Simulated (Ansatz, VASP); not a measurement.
## Two plane-wave programs on SnTe

The input INCAR:

```
ALGO = Normal ; EDIFF = 1E-7
ENCUT = 520 ; GGA = PS
ISIF = 2 ; ISMEAR = -1
IVDW = 13 ; LASPH = True
LCHARG = True ; LELF = True
LREAL = False ; LVHAR = True
LWAVE = False ; NBANDS = 17
NELM = 100 ; PREC = Accurate
SIGMA = 0.05
```

Contents of KPOINTS:

```
k-points
0
Gamma
  7 7 7
```

The input POSCAR:

```
SnTe
1.0
    0.0000000000      3.1297027185      3.1297027185
    3.1297027185      0.0000000000      3.1297027185
    3.1297027185      3.1297027185      0.0000000000
Te Sn
1 1
Direct
    0.5000000000      0.5000000000      0.5000000000
    0.0000000000      0.0000000000      0.0000000000
```

File input.yaml:

```yaml
crystal:
  lattice:
    - [0.0, 3.1297027185, 3.1297027185]
    - [3.1297027185, 0.0, 3.1297027185]
    - [3.1297027185, 3.1297027185, 0.0]
  atoms:
    - { symbol: Te, position: [0.5, 0.5, 0.5] }
    - { symbol: Sn, position: [0.0, 0.0, 0.0] }
hamiltonian:
  xc: pbesol
  pseudopotentials: { kind: paw }
  dispersion: d4
kpoints:
  mp_grid: { grid: [7, 7, 7] }
scf:
  occupations: { method: fermi_dirac, width: 0.05 }
output:
  forces: true
  stress: true
  eigenvalues: true
  write_density: true
  write_potential: true
  elf: true
  volumetric_format: npy
```

Alike in both runs: task single point; functional PBEsol; dispersion D4; k mesh 7 × 7 × 7; occupations fermi-dirac, width 0.05 eV; no spin polarisation.

|  | VASP | Ansatz |
| --- | --- | --- |
| version | VASP 6.6.1 | Ansatz 0.2.0 |
| potentials or method | VASP PAW PBE potentials, release 64 (Te, Sn_d) | Ansatz PAW |
| plane-wave cutoff (eV) | 520 | 420 |
| valence electrons in the cell | 20 | 30 |

Ansatz gave:

| Quantity | Value |
| --- | --- |
| gap on the k mesh at the Fermi level (eV) | 0.67 |
| least direct gap on the mesh (eV) | 0.67 |
| pressure (GPa) | -0.7 |
| dispersion energy (meV/atom) | -258.0 |

What did VASP give for the same quantities?

gap on the k mesh at the Fermi level (eV): 0.67; least direct gap on the mesh (eV): 0.67; pressure (GPa): -0.7; dispersion energy (meV/atom): -257.8.

The two sets of potentials don't hold the same shells in valence.

Caveats: the PAW data sets were made with another functional, which shifts forces and pressure a little (VASP); the PAW data sets come from PBE, with cores solved anew for the run's functional, which leaves a small shift of forces and pressure (Ansatz). Spin-orbit coupling is left out, which matters for the levels of Te.
